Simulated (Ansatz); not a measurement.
A run of Ansatz 0.2.0 is set up as follows.

input.yaml

```yaml
crystal:
  lattice:
    - [0.0, 2.72525, 2.72525]
    - [2.72525, 0.0, 2.72525]
    - [2.72525, 2.72525, 0.0]
  atoms:
    - { symbol: Ga, position: [0.0, 0.0, 0.0] }
    - { symbol: P, position: [0.75, 0.75, 0.75] }
hamiltonian:
  xc: pbe
  pseudopotentials: { kind: paw }
kpoints:
  mp_grid: { grid: [8, 8, 8] }
scf:
  occupations: { method: gaussian, width: 0.025 }
output:
  forces: true
  stress: true
  eigenvalues: true
  write_density: true
  write_potential: true
  elf: true
  volumetric_format: npy
```

Potentials or basis: Ansatz PAW.

Launch:

```console
$ ansatz run input.yaml --threads 2 --pin off --max-ram 5632MiB --backend cpu --events-out ev --progress --plain --runs-dir out
```

(1) What does it give for the pressure?

(2) What does it give for the band gap on the k mesh?

## Answers

(1) 2.5 GPa.

(2) 1.64 eV, indirect (least direct gap 1.83 eV).

**Measured values to compare with.**

“Stacking defects in GaP nanowires: Electronic structure and optical properties”, 2018, arxiv:1810.01194 quotes, for a bulk crystal of GaP at 10 K: band gap 2.34 eV (indirect).

Against the measured gap of GaP, 2.34 eV (indirect; 10 K; quoted in “Stacking defects in GaP nanowires: Electronic structure and optical properties”, 2018, arxiv:1810.01194), the calculated 1.64 eV is off by -0.70 eV. Spin-orbit coupling on Ga is left out. The value is that of PBE on a finite k mesh, which can miss the band edges, without temperature or zero-point motion. Semilocal functionals fall short of measured gaps as a rule.
